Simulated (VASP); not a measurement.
# SH2 in VASP: settings compared

One molecule, SH2, is run at these levels: PBE+D3(BJ), PBE, RPBE; tasks: relaxation of the atoms, vibrations by finite differences, single point.

Program: VASP 6.6.1. These are calculated values, not measurements. Logs are shortened: lines on timing, memory, paths and dates and some standing lists are left out, and cuts for length are marked.

### Step 1. The structure

The cell holds a molecule in a box, 3 atoms: a = 12.326 Å, b = 12.826 Å, c = 13.326 Å, α = 90.00°, β = 90.00°, γ = 90.00°.

### Step 2. Relaxation of the atoms, PBE+D3(BJ)

The input, INCAR:

```
PREC = Accurate
ENCUT = 400
EDIFF = 1E-6
ISMEAR = 0
SIGMA = 0.01
LREAL = False
LASPH = True
NELM = 60
ALGO = Normal
ISIF = 2
LWAVE = False
LCHARG = False
GGA = PE
IVDW = 12
IBRION = 2
NSW = 120
EDIFFG = -0.03
ISYM = 0
```

The input, KPOINTS:

```
regular mesh
0
Gamma
  1 1 1
```

The input, POSCAR:

```
H2S
1.0
   12.3255669104      0.0000000000      0.0000000000
    0.0000000000     12.8255669104      0.0000000000
    0.0000000000      0.0000000000     13.3255669104
S H
1 2
Selective dynamics
Direct
    0.5240426748      0.5082814983      0.4599902110  F F F
    0.5108381774      0.4305378923      0.5245348755  T T T
    0.4651191479      0.5728759989      0.5154749135  T T T
```

Potentials or basis: VASP PAW PBE potentials, release 64 (S, H).

The run is started by

```bash
$ cat potpaw_PBE.64/S/POTCAR potpaw_PBE.64/H/POTCAR > POTCAR
$ mpirun -np 1 vasp_gam > vasp.out
```

OUTCAR:

```text
PREC = Accurate
   ENCUT = 400
   EDIFF = 1E-6
   ISMEAR = 0
   LREAL = False
   LASPH = True
   NELM = 60
   ISIF = 2
   GGA = PE
   IVDW = 12
   IBRION = 2
   NSW = 120
   EDIFFG = -0.03
   ISYM = 0
 IVDW          = 12

 ion  position               nearest neighbor table
   1  0.524  0.508  0.460-   2 1.33   3 1.33
   2  0.511  0.431  0.525-   1 1.33
   3  0.465  0.573  0.515-   1 1.33

IMPORTANT INFORMATION: All symmetrisations will be switched off!
NOSYMM: (Re-)initialisation of all symmetry stuff for point group C_1.

----------------------------------------------------------------------------------------

                                     Primitive cell

  volume of cell :    2106.5374

  direct lattice vectors                    reciprocal lattice vectors
    12.325566910  0.000000000  0.000000000     0.081132171  0.000000000  0.000000000
     0.000000000 12.825566910  0.000000000     0.000000000  0.077969263  0.000000000
     0.000000000  0.000000000 13.325566910     0.000000000  0.000000000  0.075043712

  length of vectors
    12.325566910 12.825566910 13.325566910     0.081132171  0.077969263  0.075043712

  position of ions in fractional coordinates (direct lattice)
     0.524042675  0.508281498  0.459990211
     0.510838177  0.430537892  0.524534876
     0.465119148  0.572875999  0.515474914

  ion indices of the primitive-cell ions
   primitive index   ion index
                 1           1
                 2           2
                 3           3

----------------------------------------------------------------------------------------

 KPOINTS: regular mesh

Automatic generation of k-mesh.
 Grid dimensions read from file:
 generate k-points for:    1    1    1

 Generating k-lattice:

  Cartesian coordinates                     Fractional coordinates (reciprocal lattice)
     0.081132171  0.000000000  0.000000000     1.000000000  0.000000000  0.000000000
     0.000000000  0.077969263  0.000000000     0.000000000  1.000000000  0.000000000
     0.000000000  0.000000000  0.075043712     0.000000000  0.000000000  1.000000000

  Length of vectors
     0.081132171  0.077969263  0.075043712

  Shift w.r.t. Gamma in fractional coordinates (k-lattice)
     0.000000000  0.000000000  0.000000000

 Subroutine IBZKPT returns following result:
 ===========================================

 Found      1 irreducible k-points:

 Following reciprocal coordinates:
            Coordinates               Weight
  0.000000  0.000000  0.000000      1.000000
   k-points           NKPTS =      1   k-points in BZ     NKDIM =      1   number of bands    NBANDS=      8
   number of dos      NEDOS =    301   number of ions     NIONS =      3
   total plane-waves  NPLWV = 604800
   dimension x,y,z NGX =    80 NGY =   84 NGZ =   90
   dimension x,y,z NGXF=   160 NGYF=  168 NGZF=  180
   ions per type =               1   2
   NGX,Y,Z   is equivalent  to a cutoff of  10.79, 10.89, 11.23 a.u.
   NGXF,Y,Z  is equivalent  to a cutoff of  21.58, 21.78, 22.46 a.u.
 SYSTEM =  unknown system
   PREC   = accura    normal or accurate (medium, high low for compatibility)
   ISTART =      0    job   : 0-new  1-cont  2-samecut
   ICHARG =      2    charge: 1-file 2-atom 10-const
   ISPIN  =      1    spin polarized calculation?
   LNONCOLLINEAR =      F non collinear calculations
   LSORBIT =      F    spin-orbit coupling
   LASPH  =      T    aspherical Exc in radial PAW
   ENCUT  =  400.0 eV  29.40 Ry    5.42 a.u.  20.10 20.92 21.73*2*pi/ulx,y,z
   NELM   =     60;   NELMIN=  2; NELMDL= -5     # of ELM steps
   EDIFF  = 0.1E-05   stopping-criterion for ELM
   LREAL  =      F    real-space projection
   EDIFFG = -.3E-01   stopping-criterion for IOM
   NSW    =    120    number of steps for IOM
   IBRION =      2    ionic relax: 0-MD 1-quasi-New 2-CG
   NFREE  =      1    steps in history (QN), initial steepest desc. (CG)
   ISIF   =      2    stress and relaxation
   ISYM   =      0    0-nonsym 1-usesym 2-fastsym
   POTIM  = 0.5000    time-step for ionic-motion
   TEBEG  =    0.0;   TEEND  =   0.0 temperature during run
   PSTRESS=    0.0 pullay stress
   NELECT =       8.0000    total number of electrons
   NUPDOWN=      -1.0000    fix difference up-down
   EMIN   =  10.00;   EMAX   =-10.00  energy-range for DOS
   EFERMI =   0.00;   METHOD = LEGACY
   ISMEAR =     0;   SIGMA  =   0.01  broadening in eV -4-tet -1-fermi 0-gaus
   EFERMI_NEDOS =   21; number of points for ismear=-14 and -15
   IALGO  =     38    algorithm
   IMIX   =      4    mixing-type and parameters
     AMIX     =   0.40;   BMIX     =  1.00
     AMIX_MAG =   1.60;   BMIX_MAG =  1.00
  volume/ion in A,a.u.               =     702.18      4738.54
  Fermi-wavevector in a.u.,A,eV,Ry     =   0.255416  0.482667  0.887609  0.065237
  Thomas-Fermi vector in A             =   1.077651
   LORBIT       =      0    0 simple, 1 ext, 2 COOP (PROOUT), +10 PAW based schemes
   GGA     = PE    functional components
   LHFCALC =     F    Hartree Fock is set to
   AEXX    =    0.0000 exact exchange contribution
   IVDW    =    12    specifies the selected vdW correction
   LEPSILON=     F    determine dielectric tensor
   LRPA    =     F    only Hartree local field effects (RPA)
 conjugate gradient relaxation of ions
 non-spin polarized calculation
 Gauss-broadening in eV      SIGMA  =   0.01
  energy-cutoff  :      400.00
  volume of cell :     2106.54
 maximum number of plane-waves:     19124
   NGX = 41   NGY = 41   NGZ = 43

--------------------------------------- Ionic step        1  -------------------------------------------

 number of electron       8.0000000 magnetization

 Free energy of the ion-electron system (eV)
  ---------------------------------------------------
  ext. energy  EPLUGINS =         0.00000000
  ---------------------------------------------------
  free energy    TOTEN  =       -11.19057854 eV

  energy without entropy =      -11.19057854  energy(sigma->0) =      -11.19057854

------------------------ aborting loop because EDIFF is reached ----------------------------------------

 Edisp (eV)   -0.02194

 E8    (eV) :    -0.0065

  FORCE on cell =-STRESS in cart. coord.  units (eV):
  Direction    XX          YY          ZZ          XY          YZ          ZX
  --------------------------------------------------------------------------------------
  -------------------------------------------------------------------------------------
  Total       0.12820     0.60096     0.47891    -0.18758    -0.11152    -0.32107
  in kB       0.09750     0.45708     0.36425    -0.14267    -0.08482    -0.24419
  external pressure =        0.31 kB  Pullay stress =        0.00 kB

 VOLUME and BASIS-vectors are now :
 -----------------------------------------------------------------------------
  energy-cutoff  :      400.00
  volume of cell :     2106.54
      direct lattice vectors                 reciprocal lattice vectors
    12.325566910  0.000000000  0.000000000     0.081132171  0.000000000  0.000000000
     0.000000000 12.825566910  0.000000000     0.000000000  0.077969263  0.000000000
     0.000000000  0.000000000 13.325566910     0.000000000  0.000000000  0.075043712
[... 165 lines left out ...]
 POSITION                                       TOTAL-FORCE (eV/Angst)
 -----------------------------------------------------------------------------------
      6.45912      6.51900      6.12963         0.011695      0.002087     -0.020291
      6.29200      5.50617      7.00633        -0.014151      0.026198      0.008502
      5.71978      7.35988      6.88371         0.002456     -0.028284      0.011789
 -----------------------------------------------------------------------------------
    total drift:                                0.000340      0.000138     -0.000453

  FREE ENERGIE OF THE ION-ELECTRON SYSTEM (eV)
  ---------------------------------------------------
  free  energy   TOTEN  =       -11.2258826369 eV

  energy  without entropy=      -11.2258826369  energy(sigma->0) =      -11.22588264

--------------------------------------- Ionic step        6  -------------------------------------------

 number of electron       7.9999999 magnetization

 Free energy of the ion-electron system (eV)
  ---------------------------------------------------
  ext. energy  EPLUGINS =         0.00000000
  ---------------------------------------------------
  free energy    TOTEN  =       -11.20409972 eV

  energy without entropy =      -11.20409972  energy(sigma->0) =      -11.20409972

 E-fermi :  -6.0972     XC(G=0):  -0.4055

 val. band max:       -6.1877126229   @ k =   0.0000   0.0000   0.0000
 cond. band min:      -0.8140845710   @ k =   0.0000   0.0000   0.0000
 fundamental gap:      5.3736280519
 Fermi energy:        -6.0972488044

 k-point     1 :       0.0000    0.0000    0.0000
  band No.  band energies     occupation
      1     -18.4047      2.00000
      2     -10.8215      2.00000
      3      -9.0038      2.00000
      4      -6.1877      2.00000
      5      -0.8141      0.00000
      6      -0.5599      0.00000
      7       0.2751      0.00000
      8       0.6005      0.00000

------------------------ aborting loop because EDIFF is reached ----------------------------------------

 Edisp (eV)   -0.02194

 E8    (eV) :    -0.0065

  FORCE on cell =-STRESS in cart. coord.  units (eV):
  Direction    XX          YY          ZZ          XY          YZ          ZX
  --------------------------------------------------------------------------------------
  -------------------------------------------------------------------------------------
  Total      -0.12622    -0.13611    -0.12990     0.00322     0.00131     0.00252
  in kB      -0.09600    -0.10353    -0.09880     0.00245     0.00100     0.00192
  external pressure =       -0.10 kB  Pullay stress =        0.00 kB
[... 10 lines left out ...]
 POSITION                                       TOTAL-FORCE (eV/Angst)
 -----------------------------------------------------------------------------------
      6.45912      6.51900      6.12963        -0.005497     -0.001392      0.010742
      6.28914      5.50915      7.00941        -0.000282      0.010999     -0.005964
      5.71894      7.35621      6.88718         0.005779     -0.009607     -0.004777
 -----------------------------------------------------------------------------------
    total drift:                                0.000366      0.000202     -0.000460

  FREE ENERGIE OF THE ION-ELECTRON SYSTEM (eV)
  ---------------------------------------------------
  free  energy   TOTEN  =       -11.2260350597 eV

  energy  without entropy=      -11.2260350597  energy(sigma->0) =      -11.22603506

 reached required accuracy - stopping structural energy minimisation
```

Run time: 2.7 min. Hardware: 1 thread of Intel Xeon Platinum 8488C (Sapphire Rapids), shared host; peak memory 1.2 GiB.

Results:

* Free energy: -11.2260 eV
* Energy gained by relaxing: 4.5 meV/atom
* Ionic steps: 6
* Gap between the frontier levels: 5.37 eV
* Dispersion energy per atom: -0.007 eV

Step by step:
```tsv
step	energy change (eV)	largest force (eV/Å)	pressure (GPa)
1	0.0000	0.8653	0.03
2	-0.0123	0.1567	-0.02
3	-0.0133	0.0510	-0.01
4	-0.0133	0.0383	-0.01
5	-0.0134	0.0310	-0.01
6	-0.0135	0.0125	-0.01
```

Final structure:
```
S H
1.0
    12.32557    0.00000    0.00000
     0.00000   12.82557    0.00000
     0.00000    0.00000   13.32557
S H
1 2
Direct
  0.52404 0.50828 0.45999
  0.51025 0.42954 0.52601
  0.46399 0.57356 0.51684
```

Levels at points of the mesh, in eV from the valence-band top:
```
           k point  band 1  band 2  band 3  band 4  band 5  band 6  band 7  band 8
(0.00, 0.00, 0.00)  -12.22   -4.63   -2.82    0.00    5.37    5.63    6.46    6.79
```

As with any semilocal functional, this PBE gap is likely too small.

### Step 3. Vibrations by finite differences, PBE+D3(BJ)

The input, INCAR:

```
SYSTEM = H2S
PREC = Accurate
ENCUT = 400
EDIFF = 1E-7
ISMEAR = 0
SIGMA = 0.01
LREAL = .False.
LASPH = .True.
NELM = 60
ALGO = Normal
ISIF = 2
LWAVE = .False.
LCHARG = .False.
GGA = PE
IVDW = 12
NBANDS = 11
IBRION = 5
NFREE = 2
POTIM = 0.015
NSW = 1
ISYM = 0
```

The input, KPOINTS:

```
Automatic mesh
0
Gamma
  1 1 1
  0 0 0
```

The input, POSCAR:

```
H2S                                     
1.0
   12.3255669104      0.0000000000      0.0000000000
    0.0000000000     12.8255669104      0.0000000000
    0.0000000000      0.0000000000     13.3255669104
  S               H             
     1     2
Selective dynamics
Direct
0.5240426748000004  0.5082814983000006  0.4599902109999974  T T T
0.5102518241443816  0.4295442893623183  0.5260118629981948  T T T
0.4639902196582149  0.5735585309096710  0.5168398112758340  T T T
```

Potentials or basis: VASP PAW PBE potentials, release 64 (S, H).

The run is started by

```bash
$ cat potpaw_PBE.64/S/POTCAR potpaw_PBE.64/H/POTCAR > POTCAR
$ mpirun -np 1 vasp_gam > vasp.out
```

It took 17 min on 1 thread of Intel Xeon Platinum 8488C (Sapphire Rapids), shared host; peak memory 1.2 GiB.

The run converged. Its results:

```
Highest phonon frequency at Γ, LO-TO splitting left out : 2654 cm⁻¹
Dispersion energy per atom                              : -0.007 eV
```

Phonon frequencies in cm⁻¹ (negative: imaginary):
| q point | frequencies |
| --- | --- |
| (0.000, 0.000, 0.000) | -5 -2 0 35 40 64 1170 2639 2654 |

### Step 4. Single point, PBE

The input, INCAR:

```
SYSTEM = H2S
PREC = Accurate
ENCUT = 400
EDIFF = 1E-6
ISMEAR = 0
SIGMA = 0.01
LREAL = .False.
LASPH = .True.
NELM = 60
ALGO = Normal
ISIF = 2
LWAVE = .False.
LCHARG = .False.
GGA = PE
NBANDS = 11
ISYM = 0
```

KPOINTS is that of step 3.

The input, POSCAR:

```
H2S                                     
1.0
   12.3255669104      0.0000000000      0.0000000000
    0.0000000000     12.8255669104      0.0000000000
    0.0000000000      0.0000000000     13.3255669104
  S               H             
     1     2
Selective dynamics
Direct
     0.5240426748000004    0.5082814983000006    0.4599902109999974   F   F   F
     0.5102518241443816    0.4295442893623183    0.5260118629981948   T   T   T
     0.4639902196582149    0.5735585309096710    0.5168398112758340   T   T   T
```

Potentials or basis: VASP PAW PBE potentials, release 64 (S, H).

The run is started by

```bash
$ cat potpaw_PBE.64/S/POTCAR potpaw_PBE.64/H/POTCAR > POTCAR
$ mpirun -np 1 vasp_gam > vasp.out
```

OUTCAR:

```text
SYSTEM = H2S
   PREC = Accurate
   ENCUT = 400
   EDIFF = 1E-6
   ISMEAR = 0
   LREAL = .False.
   LASPH = .True.
   NELM = 60
   ISIF = 2
   GGA = PE
   ISYM = 0

 ion  position               nearest neighbor table
   1  0.524  0.508  0.460-   3 1.35   2 1.35
   2  0.510  0.430  0.526-   1 1.35
   3  0.464  0.574  0.517-   1 1.35

IMPORTANT INFORMATION: All symmetrisations will be switched off!
NOSYMM: (Re-)initialisation of all symmetry stuff for point group C_1.

[... 144 lines left out ...]
  FORCE on cell =-STRESS in cart. coord.  units (eV):
  Direction    XX          YY          ZZ          XY          YZ          ZX
  --------------------------------------------------------------------------------------
  -------------------------------------------------------------------------------------
  Total       -0.1259693     -0.1350162     -0.1299478      0.0029477      0.0012772      0.0026296
  in kB       -0.0958090     -0.1026898     -0.0988349      0.0022420      0.0009714      0.0020000
  external PRESSURE =      -0.0991112 kB  Pullay stress =       0.0000000 kB

 VOLUME and BASIS-vectors are now :
 -----------------------------------------------------------------------------
  energy-cutoff  :      400.00
  volume of cell :     2106.54
      direct lattice vectors                 reciprocal lattice vectors
    12.325566910  0.000000000  0.000000000     0.081132171  0.000000000  0.000000000
     0.000000000 12.825566910  0.000000000     0.000000000  0.077969263  0.000000000
     0.000000000  0.000000000 13.325566910     0.000000000  0.000000000  0.075043712

 POSITION                                       TOTAL-FORCE (eV/Angst)
 -----------------------------------------------------------------------------------
      6.45912      6.51900      6.12963        -0.005552     -0.001398      0.010842
      6.28914      5.50915      7.00941        -0.000205      0.010836     -0.006003
      5.71894      7.35621      6.88718         0.005757     -0.009438     -0.004839
 -----------------------------------------------------------------------------------
    total drift:                                0.000180      0.000174     -0.000130

  FREE ENERGIE OF THE ION-ELECTRON SYSTEM (eV)
  ---------------------------------------------------
  free  energy   TOTEN  =       -11.2041061204 eV

  energy  without entropy=      -11.2041061204  energy(sigma->0) =      -11.20410612
```

OSZICAR:

```text
N       E                     dE             d eps       ncg     rms          rms(c)
DAV:   1     0.614454217758E+02    0.61445E+02   -0.11845E+03    22   0.254E+02
DAV:   2     0.102447603984E+02   -0.51201E+02   -0.50770E+02    44   0.324E+01
DAV:   3    -0.107141063077E+02   -0.20959E+02   -0.20946E+02    33   0.443E+01
[... 15 lines left out ...]
DAV:  19    -0.112040841743E+02   -0.10353E-04   -0.26696E-07    36   0.213E-03    0.896E-04
DAV:  20    -0.112040987436E+02   -0.14569E-04   -0.36900E-07    22   0.212E-03    0.104E-03
DAV:  21    -0.112041032145E+02   -0.44709E-05   -0.97903E-08    36   0.102E-03    0.874E-04
DAV:  22    -0.112041054119E+02   -0.21974E-05   -0.55601E-08    22   0.882E-04    0.250E-04
DAV:  23    -0.112041061204E+02   -0.70851E-06   -0.58409E-09    36   0.364E-04
   1 F= -.11204106E+02 E0= -.11204106E+02  d E =-.413087E-24
```

Wall time 65 s (1 thread of Intel Xeon Platinum 8488C (Sapphire Rapids), shared host); peak memory 0.96 GiB.

What came out:

```yaml
Free_energy: -11.2041 eV
Largest_force: 0.012 eV/Å
Gap_between_the_frontier_levels: 5.37 eV
```

Forces in eV/Å, atoms in the order of the input:
```
S   -0.006 -0.001  0.011
H    0.000  0.011 -0.006
H    0.006 -0.009 -0.005
```

(Continued in part 2 of 2.)
